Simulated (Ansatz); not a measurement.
Working through a scan of the Hubbard U of ZnS, space group R3m

Program: the Python package of Ansatz (0.2.0).

At the Python prompt:
```pycon
>>> import ansatz as az
>>> import numpy as np
>>> def count_gap(report):
...     # lowest empty less highest filled band, counting bands; zero where they overlap
...     return max(report.get("gap_by_band_count_ev") or 0.0, 0.0)
...
>>> crystal = (
...     az.Lattice.from_parameters(9.606656, 9.606656, 9.606656, alpha=22.85166, beta=22.85166, gamma=22.85166)
...     .atom("Zn", (0.99997, 0.99997, 0.99997))
...     .atom("Zn", (0.22227, 0.22227, 0.22227))
...     .atom("Zn", (0.44461, 0.44461, 0.44461))
...     .atom("S", (0.08327, 0.08327, 0.08327))
...     .atom("S", (0.52784, 0.52784, 0.52784))
...     .atom("S", (0.30536, 0.30536, 0.30536))
... )
>>> crystal.resolved().sites[-1]
Site(symbol='S', position=(0.30536, 0.30536, 0.30536), moment=None, axis=None, held=None, saved=None)
>>> setup = crystal.calculation().kpoints(6, 6, 6).occupations("cold").basis(450).functional("PBEsol").band_table()
>>> rows = []
>>> for u in [0.0, 2.0, 4.0, 6.0]:
...     report = setup.hubbard("Zn", "d", u_eff=u).run(threads=1, backend="cpu").report
...     shell = report["hubbard"]["n_scf"]
...     rows.append((u, count_gap(report), sum(shell) / len(shell), report["n_iterations"]))
...
>>> print("      U_eff eV  gap by band count eV  Zn d occupation (projector)      iterations")
      U_eff eV  gap by band count eV  Zn d occupation (projector)      iterations
>>> for row in rows:
...     print(f"{str(row[0]):>14s}  {row[1]:20.3f}  {row[2]:27.4f}  {row[3]:14d}")
...
           0.0                 2.056                       9.9739              10
           2.0                 2.137                       9.9769               9
           4.0                 2.201                       9.9793               9
           6.0                 2.254                       9.9814               9
```

From U = 0 to 6 eV the gap on the mesh goes from 2.06 eV to 2.25 eV.

Caveats:
- Semilocal gaps usually lie well under measured ones.
- In a crystal with a gap the Fermi level's place inside it depends on smearing and mesh.
- This cell is a computed structure, which may not be the phase found in nature.
- Gaps and levels are Kohn-Sham values on a finite set of k-points.
- Shell occupations and the effect of U depend on the projectors; a run with no .spin step is spin-unpolarised, and each U may end in a state that isn't the lowest.
- Finished in 54 s on 1 thread of Arm Neoverse V2 (shared host), peak memory 0.48 GiB.
